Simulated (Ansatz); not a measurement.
Set up this calculation in Ansatz 0.2.0, as the native input.

| Property | Result |
| --- | --- |
| Task | band structure |
| Functional | PBEsol |
| Potentials or basis | Ansatz PAW |
| Cutoff | 420 eV (not typed: the program's choice for these potentials) |
| k mesh | 7 × 7 × 6 |
| Occupations | fermi-dirac, width 0.05 eV |
| Spin | no spin polarisation |
| Path | [["G", "X", "M", "G", "Z", "R", "A", "Z"], ["X", "R"], ["M", "A"]] |
| Points for each segment of the path | 14 |

Crystal: SnO.

```
Sn O
1.0
     3.81370    0.00000    0.00000
     0.00000    3.81370    0.00000
     0.00000    0.00000    4.88691
Sn O
2 2
Direct
  0.50000 0.00000 0.76463
  0.00000 0.50000 0.23537
  0.00000 0.00000 0.00000
  0.50000 0.50000 0.00000
```

The cell is a database's computed one.

The input as run:

input.yaml

```yaml
crystal:
  lattice:
    - [3.81369522, 0.0, 0.0]
    - [0.0, 3.81369522, 0.0]
    - [0.0, 0.0, 4.8869133]
  atoms:
    - { symbol: Sn, position: [0.5, 0.0, 0.76462614] }
    - { symbol: Sn, position: [0.0, 0.5, 0.23537386] }
    - { symbol: O, position: [0.0, 0.0, 0.0] }
    - { symbol: O, position: [0.5, 0.5, 0.0] }
hamiltonian:
  xc: pbesol
  pseudopotentials: { kind: paw }
kpoints:
  mp_grid: { grid: [7, 7, 6] }
  band_path:
    path:
      - [[0.0, 0.0, 0.0], [0.0, 0.5, 0.0], [0.5, 0.5, 0.0], [0.0, 0.0, 0.0], [0.0, 0.0, 0.5], [0.0, 0.5, 0.5], [0.5, 0.5, 0.5], [0.0, 0.0, 0.5]]
      - [[0.0, 0.5, 0.0], [0.0, 0.5, 0.5]]
      - [[0.5, 0.5, 0.0], [0.5, 0.5, 0.5]]
    npoints: 14
scf:
  occupations: { method: fermi_dirac, width: 0.05 }
  n_extra_bands: 10
output:
  forces: true
  stress: true
  eigenvalues: true
  fatbands: true
```

Potentials or basis: Ansatz PAW.

Command:

```sh
$ ansatz run input.yaml --threads 2 --pin off --max-ram 5632MiB --backend cpu --events-out ev --progress --plain --runs-dir out
```

Results of the run:

```yaml
Pressure: -0.5 GPa
Largest_force: 0.074 eV/Å
Band_gap_on_the_k_mesh: 0.35 eV, indirect (least direct gap 1.99 eV)
Band_gap_along_the_path: 0.11 eV, indirect (least direct gap 1.97 eV)
```

Caveat: the k mesh misses the band edges, so the gap on the mesh is wider than the one along the path; the pressure holds a Pulay correction of +0.5 GPa for the finite cutoff; spin-orbit coupling is left out, which moves the levels of the heavy elements; the PAW data sets come from PBE, with cores solved anew for the run's functional, which leaves a small shift of forces and pressure.

It took 8.7 s on 2 threads of Arm Neoverse V1, on a shared host, peak memory 0.38 GiB.
